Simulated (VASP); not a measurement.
A run of VASP 6.6.1 is set up as follows.

Contents of INCAR:

```
SYSTEM = Mg2ZnO3
PREC     = Normal         ! precision mode
ENCUT    = 520            ! plane-wave cutoff, eV
EDIFF    = 1E-4           ! SCF threshold, eV
ISMEAR   = 0              ! smearing method
SIGMA    = 0.15           ! smearing width, eV
LREAL    = .False.        ! projectors in reciprocal space
LASPH    = .True.         ! aspherical terms in the spheres
NELM     = 60             ! most SCF steps
ALGO     = Fast           ! electronic algorithm
ISIF     = 3              ! what is computed and relaxed
LWAVE    = .False.        ! write WAVECAR
LCHARG   = .False.        ! write CHGCAR
GGA      = PE             ! functional
IBRION   = 2              ! ionic algorithm
NSW      = 24             ! ionic steps
EDIFFG   = -0.08          ! ionic threshold
```

KPOINTS

```
regular mesh
0
Gamma
  4 4 4
  0 0 0
```

Contents of POSCAR:

```
Mg2ZnO3
1.0
    2.4267665200      1.4010943000      3.8894600800
   -2.4267665200      1.4010943000      3.8894600800
    0.0000000000     -2.8021886100      3.8894600800
Mg Zn O
2 1 3
Direct
    0.6247839300      0.6247839300      0.6247839300
    0.3752160700      0.3752160700      0.3752160700
    0.0000000000      0.0000000000      0.0000000000
    0.0000000000      0.5000000000      0.0000000000
    0.5000000000      0.0000000000      0.0000000000
    0.0000000000      0.0000000000      0.5000000000
```

Potentials or basis: VASP PAW PBE potentials, release 64 (Mg, Zn, O).

The run is started by

```console
$ cat potpaw_PBE.64/Mg/POTCAR potpaw_PBE.64/Zn/POTCAR potpaw_PBE.64/O/POTCAR > POTCAR
$ mpirun -np 1 vasp_std > vasp.out
```

Question: Estimate the relaxed cell.

Answer: a = 4.292 Å, b = 4.292 Å, c = 4.292 Å, α = 81.20°, β = 81.20°, γ = 81.20°.

Question: Estimate the space group after relaxing (to 0.05 Å).

Answer: R-3m (No. 166).

The path:
```csv
step,energy change (eV),largest force (eV/Å),pressure (GPa),volume (Å³)
1,0.0000,0.1359,-8.39,79.35
2,-2.5427,2.0282,-5.19,71.08
3,-4.3196,7.1236,14.47,60.63
4,-4.8110,7.2576,19.51,59.39
5,-4.8762,6.8657,33.31,56.76
6,-6.1588,4.1633,25.44,59.04
7,-7.1677,1.1568,19.17,62.60
8,-6.7030,3.5860,17.99,70.05
9,-7.3492,0.3972,19.92,65.00
10,-7.9972,0.5371,6.85,68.52
11,-8.3112,1.7561,-5.05,74.98
12,-8.3221,1.6333,-3.25,74.09
13,-8.4580,1.3466,-2.59,73.71
14,-8.5918,0.7580,1.02,72.91
15,-8.5958,0.6314,1.93,72.73
16,-8.6378,0.4473,1.85,73.48
17,-8.6846,0.1073,1.10,75.64
18,-8.6848,0.0468,1.28,75.40
19,-8.6920,0.0944,-0.35,76.54
20,-8.6920,0.0989,-0.18,76.55
21,-8.6934,0.0632,0.05,76.53
```

Caveat: the k mesh is coarse (spacing up to 0.40 Å⁻¹), so the values aren't converged; the relaxation stopped at a loose force limit of 0.08 eV/Å, so its end isn't a converged minimum.
